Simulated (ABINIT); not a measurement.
# In (P6_3/mmc) in ABINIT: a series of runs

The runs below take In through single point, with PW91, WC.

Program: ABINIT 10.8.3 (patched build). These are calculated values, not measurements. Logs are shortened: lines on timing, memory, paths and dates and some standing lists are left out, and cuts for length are marked. The log counts tension as positive stress, the text compression.

## Step 1: The structure

It takes space group P6_3/mmc (No. 194, hexagonal). Conventional cell: a = 3.335 Å, b = 3.335 Å, c = 5.509 Å, α = 90.00°, β = 90.00°, γ = 120.00°. In (site symmetry -6m2) has 12 In at 3.34 to 3.36 Å as nearest neighbours.

This isn't the form of In at room conditions, which is tetragonal.

## Step 2: Single point, PW91

File run.abi:

```
# Pseudopotentials
pp_dirpath "./"
pseudos "In.GGA_PBE-JTH.xml"

# Structure
acell 6.3031527308 6.3031527309 10.4107713002
rprim
     1.0000000000     0.0000000000     0.0000000000
    -0.5000000000     0.8660254038     0.0000000000
     0.0000000000     0.0000000000     1.0000000000
ntypat 1
znucl 49
natom 2
typat 1 1
xred
     0.6666666667     0.3333333333     0.7500000000
     0.3333333333     0.6666666667     0.2500000000

# Plane-wave basis
ecut 707.496042 eV
pawecutdg 48.0
pawxcdev 0

# k points
kptopt 1
ngkpt 9 9 5
nshiftk 1
shiftk 0.0 0.0 0.0

# Exchange and correlation
ixc -109134

# Bands and occupations
nband 17
occopt 3
tsmear 0.00183747

# SCF cycle
nstep 100
tolvrs 1.0e-9

# Output
iomode 3
prtwf 0
prtden 0
prteig 0
prtebands 0
enunit 1
```

Potentials or basis: JTH PAW PBE v2.0.

Started as:

```
abinit run.abi > log 2>&1
```

run.abo:

```text
.Version 10.8.3 of ABINIT
 Symmetries : space group P6_3/m m c (#194); Bravais hP (primitive hexag.)
================================================================================
 Values of the parameters that define the memory need of the present run
     intxc =       0    ionmov =       0      iscf =      17    lmnmax =      18
     lnmax =       6     mgfft =      48  mpssoang =       3    mqgrid =    3247
     natom =       2  nloc_mem =       2    nspden =       1   nspinor =       1
    nsppol =       1      nsym =      24    n1xccc =       1    ntypat =       1
    occopt =       3   xclevel =       2
       mpw =        2283          nfft =       43200          nkpt =          36
 PAW method is used; the additional fine FFT grid is defined by:
   mgfftf=        72    nfftf =    115200
================================================================================
================================================================================

--------------------------------------------------------------------------------
------------- Echo of variables that govern the present computation ------------
--------------------------------------------------------------------------------
 -outvars: echo values of preprocessed input variables --------
            acell      6.3031527308E+00  6.3031527309E+00  1.0410771300E+01 Bohr
              amu      1.14820000E+02
             ecut      2.60000000E+01 Hartree
           enunit           1
              ixc     -109134
         kptrlatt        9    0    0      0    9    0      0    0    5
          kptrlen      5.20538565E+01
            natom           2
            nband          17
            ngfft          30      30      48
          ngfftdg          40      40      72
             nkpt          36
            nstep         100
             nsym          24
           ntypat           1
           occopt           3
        pawecutdg      4.80000000E+01 Hartree
         pawxcdev           0
           prtden           0
        prtebands           0
           prteig           0
            prtwf           0
            rprim      1.0000000000E+00  0.0000000000E+00  0.0000000000E+00
                      -5.0000000000E-01  8.6602540380E-01  0.0000000000E+00
                       0.0000000000E+00  0.0000000000E+00  1.0000000000E+00
          spgroup         194
           tolvrs      1.00000000E-09
           tsmear      1.83747000E-03 Hartree
            typat      1  1
           useylm           1
           xangst      1.6677423898E+00  9.6287151776E-01  4.1318571872E+00
                      -1.7639282173E-11  1.9257430355E+00  1.3772857291E+00
            xcart      3.1515763654E+00  1.8195634630E+00  7.8080784752E+00
                      -3.3333412365E-11  3.6391269260E+00  2.6026928251E+00
             xred      6.6666666667E-01  3.3333333333E-01  7.5000000000E-01
                       3.3333333333E-01  6.6666666667E-01  2.5000000000E-01
            znucl       49.00000

================================================================================

 chkinp: Checking input parameters for consistency.

================================================================================
== DATASET  1 ==================================================================

--- !DatasetInfo
iteration_state: {dtset: 1, }
dimensions: {natom: 2, nkpt: 36, mband: 17, nsppol: 1, nspinor: 1, nspden: 1, mpw: 2283, }
cutoff_energies: {ecut:  26.0, pawecutdg:  48.0, }
electrons: {nelect:   2.60000000E+01, charge:   0.00000000E+00, occopt:   3.00000000E+00, tsmear:   1.83747000E-03, }
meta: {optdriver: 0, ionmov: 0, optcell: 0, iscf: 17, paral_kgb: 0, }
...

 Real(R)+Recip(G) space primitive vectors, cartesian coordinates (Bohr,Bohr^-1):
 R(1)=  6.3031527  0.0000000  0.0000000  G(1)=  0.1586508  0.0915971  0.0000000
 R(2)= -3.1515764  5.4586904  0.0000000  G(2)=  0.0000000  0.1831941  0.0000000
 R(3)=  0.0000000  0.0000000 10.4107713  G(3)=  0.0000000  0.0000000  0.0960544
 Unit cell volume ucvol=  3.5820298E+02 bohr^3
 Angles (23,13,12)=  9.00000000E+01  9.00000000E+01  1.20000000E+02 degrees

 Coarse grid specifications (used for wave-functions):

 getcut: wavevector=  0.0000  0.0000  0.0000  ngfft=  30  30  48
         ecut(hartree)=     26.000   => boxcut(ratio)=   2.00866

 Fine grid specifications (used for densities):

 getcut: wavevector=  0.0000  0.0000  0.0000  ngfft=  40  40  72
         ecut(hartree)=     48.000   => boxcut(ratio)=   2.03478

--- Pseudopotential description ------------------------------------------------
- pspini: atom type   1  psp file is ./In.GGA_PBE-JTH.xml
 Pseudopotential format is: paw10
 basis_size (lnmax)=  6 (lmn_size= 18), orbitals=   0   0   1   1   2   2
 Spheres core radius: rc_sph= 2.50644782
 Shapefunction is BESSEL type: shapef(r,l)=aa(1,l)*jl(q(1,l)*r)+aa(2,l)*jl(q(2,l)*r)
 Radius for shape functions =  1.40569481
 Compensation charge density is not taken into account in XC energy/potential

   1.33365723E+03                                ecore*ucvol(ha*bohr**3)
--------------------------------------------------------------------------------

================================================================================

--- !BeginCycle
iteration_state: {dtset: 1, }
solver: {iscf: 17, nstep: 100, nline: 4, wfoptalg: 10, }
tolerances: {tolvrs: 1.00E-09, }
...

     iter   Etot(hartree)      deltaE(h)  residm     nres2
 ETOT  1  -116.11825351785    -1.161E+02 1.566E-01 1.860E+00
 ETOT  2  -116.18800480987    -6.975E-02 1.764E-02 9.304E-01
 ETOT  3  -116.18770233508     3.025E-04 3.200E-03 2.367E-01
 ETOT  4  -116.18761937425     8.296E-05 1.316E-03 3.646E-03
 ETOT  5  -116.18761669963     2.675E-06 3.286E-04 2.152E-05
 ETOT  6  -116.18761676051    -6.088E-08 3.849E-04 5.740E-07
 ETOT  7  -116.18761676274    -2.227E-09 5.746E-05 9.762E-08
 ETOT  8  -116.18761676265     8.460E-11 8.982E-05 1.540E-09
 ETOT  9  -116.18761676267    -1.475E-11 4.442E-05 4.806E-10

 At SCF step    9       nres2   =  4.81E-10 < tolvrs=  1.00E-09 =>converged.

 Cartesian components of stress tensor (hartree/bohr^3)
  sigma(1 1)= -3.43401787E-05  sigma(3 2)=  0.00000000E+00
  sigma(2 2)= -3.43401794E-05  sigma(3 1)=  0.00000000E+00
  sigma(3 3)= -3.12260767E-05  sigma(2 1)=  9.48943683E-14

--- !ResultsGS
iteration_state: {dtset: 1, }
comment   : Summary of ground state results
lattice_vectors:
- [  6.3031527,   0.0000000,   0.0000000, ]
- [ -3.1515764,   5.4586904,   0.0000000, ]
- [  0.0000000,   0.0000000,  10.4107713, ]
lattice_lengths: [   6.30315,    6.30315,   10.41077, ]
lattice_angles: [ 90.000,  90.000, 120.000, ] # degrees, (23, 13, 12)
lattice_volume:   3.5820298E+02
convergence: {deltae: -1.475E-11, res2:  4.806E-10, residm:  4.442E-05, diffor: null, }
etotal    :  -1.16187617E+02
entropy   :   0.00000000E+00
fermie    :   2.10435549E-01
cartesian_stress_tensor: # hartree/bohr^3
- [ -3.43401787E-05,   9.48943683E-14,   0.00000000E+00, ]
- [  9.48943683E-14,  -3.43401794E-05,   0.00000000E+00, ]
- [  0.00000000E+00,   0.00000000E+00,  -3.12260767E-05, ]
pressure_GPa:   9.7978E-01
xred      :
- [  6.6667E-01,   3.3333E-01,   7.5000E-01, In]
- [  3.3333E-01,   6.6667E-01,   2.5000E-01, In]
cartesian_forces: # hartree/bohr
- [ -2.13595112E-29,  -1.23319195E-29,   1.13660297E-31, ]
- [  2.13595112E-29,   1.23319195E-29,  -1.13660297E-31, ]
force_length_stats: {min:   2.46641009E-29, max:   2.46641009E-29, mean:   2.46641009E-29, }
...

 Integrated electronic density in atomic spheres:
 ------------------------------------------------
 Atom  Sphere_radius  Integrated_density
    1        2.50645         11.11571846
    2        2.50645         11.11571846

================================================================================

 ----iterations are completed or convergence reached----

 Mean square residual over all n,k,spin=   15.927E-08; max=  44.424E-06
 reduced coordinates (array xred) for    2 atoms
       0.666666666667      0.333333333333      0.750000000000
       0.333333333333      0.666666666667      0.250000000000
 rms dE/dt=  3.2978E-28; max dE/dt=  5.3853E-28; dE/dt below (all hartree)
    1       0.000000000000      0.000000000000     -0.000000000000
    2      -0.000000000000      0.000000000000      0.000000000000

 cartesian coordinates (angstrom) at end:
    1      1.66774238984995     0.96287151775649     4.13185718718853
    2     -0.00000000001764     1.92574303551298     1.37728572906284

 cartesian forces (hartree/bohr) at end:
    1     -0.00000000000000    -0.00000000000000     0.00000000000000
    2      0.00000000000000     0.00000000000000    -0.00000000000000
 frms,max,avg= 1.4239825E-29 2.1359511E-29   0.000E+00  0.000E+00  0.000E+00 h/b

 cartesian forces (eV/Angstrom) at end:
    1     -0.00000000000000    -0.00000000000000     0.00000000000000
    2      0.00000000000000     0.00000000000000    -0.00000000000000
 frms,max,avg= 7.3224126E-28 1.0983502E-27   0.000E+00  0.000E+00  0.000E+00 e/A
 length scales=  6.303152730800  6.303152730900 10.410771300200 bohr
              =  3.335484779718  3.335484779770  5.509142916251 angstroms
 Fermi (or HOMO) energy (eV) =   5.72624   Average Vxc (eV)= -10.20380
 Eigenvalues (   eV  ) for nkpt=  36  k points:
 kpt#   1, nband= 17, wtk=  0.00247, kpt=  0.0000  0.0000  0.0000 (reduced coord)
  -9.02825   -8.97481   -8.94865   -8.94865   -8.92248   -8.92248   -8.85006   -8.85006
  -8.67186   -8.67186   -3.78447    1.20281    2.33815   14.00714   14.00714   15.82389
  15.88661
 prteigrs : prtvol=0 or 1, do not print more k-points.

--- !EnergyTerms
iteration_state     : {dtset: 1, }
comment             : Components of total free energy in Hartree
kinetic             :  2.79330435327264E+01
hartree             :  3.83063653225569E+01
xc                  : -1.51789176431487E+01
Ewald energy        : -8.65905105060494E+01
psp_core            :  3.72318849063001E+00
local_psp           : -1.06565598038193E+02
PAW spherical_terms :  2.21853273732436E+01
internal            : -1.16187101468234E+02
'-kT*entropy'       : -5.32695935493144E-04
total_energy        : -1.16187634164170E+02
total_energy_eV     : -3.16162659024796E+03
...

--- !EnergyTermsDC
iteration_state     : {dtset: 1, }
comment             : '"Double-counting" decomposition of free energy'
band_energy         : -6.10108115384657E+00
Ewald energy        : -8.65905105060494E+01
psp_core            :  3.72318849063001E+00
xc_dc               : -4.40156922126288E+01
PAW spherical_terms :  1.67970113151613E+01
internal            : -1.16187084066733E+02
'-kT*entropy'       : -5.32695935493144E-04
total_energy_dc     : -1.16187616762669E+02
total_energy_dc_eV  : -3.16162611672900E+03
...

--- !EnergyTermsWithPAWCore
iteration_state     : {dtset: 1, }
comment             : 'Components of total free energy, including PAW core contributions'
Total energy        : -1.17652014316476E+04
Total energy DC     : -1.17652014142461E+04
Total energy (eV)   : -3.20147440418331E+05
Total energy DC (eV): -3.20147439944812E+05
...

 Cartesian components of stress tensor (hartree/bohr^3)
  sigma(1 1)= -3.43401787E-05  sigma(3 2)=  0.00000000E+00
  sigma(2 2)= -3.43401794E-05  sigma(3 1)=  0.00000000E+00
  sigma(3 3)= -3.12260767E-05  sigma(2 1)=  9.48943683E-14

-Cartesian components of stress tensor (GPa)         [Pressure=  9.7978E-01 GPa]
- sigma(1 1)= -1.01032294E+00  sigma(3 2)=  0.00000000E+00
- sigma(2 2)= -1.01032296E+00  sigma(3 1)=  0.00000000E+00
- sigma(3 3)= -9.18702895E-01  sigma(2 1)=  2.79188870E-09

== END DATASET(S) ==============================================================
================================================================================

 -outvars: echo values of variables after computation  --------
            acell      6.3031527308E+00  6.3031527309E+00  1.0410771300E+01 Bohr
           etotal     -1.1618761676E+02
            fcart     -2.1359511170E-29 -1.2331919523E-29  1.1366029699E-31
                       2.1359511170E-29  1.2331919523E-29 -1.1366029699E-31
            rprim      1.0000000000E+00  0.0000000000E+00  0.0000000000E+00
                      -5.0000000000E-01  8.6602540380E-01  0.0000000000E+00
                       0.0000000000E+00  0.0000000000E+00  1.0000000000E+00
           strten     -3.4340178723E-05 -3.4340179424E-05 -3.1226076707E-05
                       0.0000000000E+00  0.0000000000E+00  9.4894368264E-14
           xangst      1.6677423898E+00  9.6287151776E-01  4.1318571872E+00
                      -1.7639282173E-11  1.9257430355E+00  1.3772857291E+00
             xred      6.6666666667E-01  3.3333333333E-01  7.5000000000E-01
                       3.3333333333E-01  6.6666666667E-01  2.5000000000E-01
 Calculation completed.
```

It took 35 s on 1 thread of Intel Xeon Platinum 8375C at 2.90GHz (Ice Lake), shared host; peak memory 0.14 GiB.

Results:

- Free energy: -3161.6261 eV
- Pressure: 1.0 GPa
- Band gap on the k mesh: none (metal or under the smearing width)
- Valence electrons inside the program's atomic spheres: In 11.12 (radii [1.3264] Å)

Caveat: the PAW data sets were made with another functional, which shifts forces and pressure a little.

## Step 3: Single point, WC

run.abi, as its differences from that of step 2:

```diff
@@ -30,3 +30,3 @@
 # Exchange and correlation
-ixc -109134
+ixc 23
```

Potentials or basis: JTH PAW PBE v2.0.

Started as:

```
abinit run.abi > log 2>&1
```

run.abo:

```text
.Version 10.8.3 of ABINIT
 Symmetries : space group P6_3/m m c (#194); Bravais hP (primitive hexag.)
================================================================================
 Values of the parameters that define the memory need of the present run
     intxc =       0    ionmov =       0      iscf =      17    lmnmax =      18
     lnmax =       6     mgfft =      48  mpssoang =       3    mqgrid =    3247
     natom =       2  nloc_mem =       2    nspden =       1   nspinor =       1
    nsppol =       1      nsym =      24    n1xccc =       1    ntypat =       1
    occopt =       3   xclevel =       2
       mpw =        2283          nfft =       43200          nkpt =          36
 PAW method is used; the additional fine FFT grid is defined by:
   mgfftf=        72    nfftf =    115200
================================================================================
================================================================================

--------------------------------------------------------------------------------
------------- Echo of variables that govern the present computation ------------
--------------------------------------------------------------------------------
 -outvars: echo values of preprocessed input variables --------
            acell      6.3031527308E+00  6.3031527309E+00  1.0410771300E+01 Bohr
              amu      1.14820000E+02
             ecut      2.60000000E+01 Hartree
           enunit           1
              ixc          23
         kptrlatt        9    0    0      0    9    0      0    0    5
          kptrlen      5.20538565E+01
            natom           2
            nband          17
            ngfft          30      30      48
[... 197 lines left out ...]
total_energy_dc     : -1.16130868910114E+02
total_energy_dc_eV  : -3.16008192899450E+03
...

--- !EnergyTermsWithPAWCore
iteration_state     : {dtset: 1, }
comment             : 'Components of total free energy, including PAW core contributions'
Total energy        : -1.17620072634620E+04
Total energy DC     : -1.17620072579251E+04
Total energy (eV)   : -3.20060522674097E+05
Total energy DC (eV): -3.20060522523433E+05
...

 Cartesian components of stress tensor (hartree/bohr^3)
  sigma(1 1)=  5.85375547E-05  sigma(3 2)=  0.00000000E+00
  sigma(2 2)=  5.85375540E-05  sigma(3 1)=  0.00000000E+00
  sigma(3 3)=  6.23900922E-05  sigma(2 1)=  9.57402886E-14

-Cartesian components of stress tensor (GPa)         [Pressure= -1.7600E+00 GPa]
- sigma(1 1)=  1.72223432E+00  sigma(3 2)=  0.00000000E+00
- sigma(2 2)=  1.72223430E+00  sigma(3 1)=  0.00000000E+00
- sigma(3 3)=  1.83557989E+00  sigma(2 1)=  2.81677654E-09

== END DATASET(S) ==============================================================
================================================================================

 -outvars: echo values of variables after computation  --------
            acell      6.3031527308E+00  6.3031527309E+00  1.0410771300E+01 Bohr
           etotal     -1.1613086891E+02
            fcart      0.0000000000E+00  9.8655356185E-29 -0.0000000000E+00
                       0.0000000000E+00 -9.8655356185E-29 -0.0000000000E+00
            rprim      1.0000000000E+00  0.0000000000E+00  0.0000000000E+00
                      -5.0000000000E-01  8.6602540380E-01  0.0000000000E+00
                       0.0000000000E+00  0.0000000000E+00  1.0000000000E+00
           strten      5.8537554737E-05  5.8537554030E-05  6.2390092244E-05
                       0.0000000000E+00  0.0000000000E+00  9.5740288622E-14
           xangst      1.6677423898E+00  9.6287151776E-01  4.1318571872E+00
                      -1.7639282173E-11  1.9257430355E+00  1.3772857291E+00
             xred      6.6666666667E-01  3.3333333333E-01  7.5000000000E-01
                       3.3333333333E-01  6.6666666667E-01  2.5000000000E-01
 Calculation completed.
```

Wall time 31 s (1 thread of Intel Xeon Platinum 8375C at 2.90GHz (Ice Lake), shared host); peak memory 0.14 GiB.

Results:

* Free energy: -3160.0819 eV
* Pressure: -1.8 GPa
* Band gap on the k mesh: none (metal or under the smearing width)
* Valence electrons inside the program's atomic spheres: In 11.11 (radii [1.3264] Å)

Stress tensor (GPa, compression positive):
```
-1.72  0.00  0.00
 0.00 -1.72  0.00
 0.00  0.00 -1.84
```

Levels at points of the mesh, in eV from the Fermi level:
| k point | band 10 | band 11 | band 12 | band 13 | band 14 | band 15 | band 16 | band 17 |
| --- | --- | --- | --- | --- | --- | --- | --- | --- |
| (0.00, 0.00, 0.00) | -14.28 | -9.51 | -4.51 | -3.40 | 8.29 | 8.29 | 10.11 | 10.17 |

Caveat: the PAW data sets were made with another functional, which shifts forces and pressure a little.
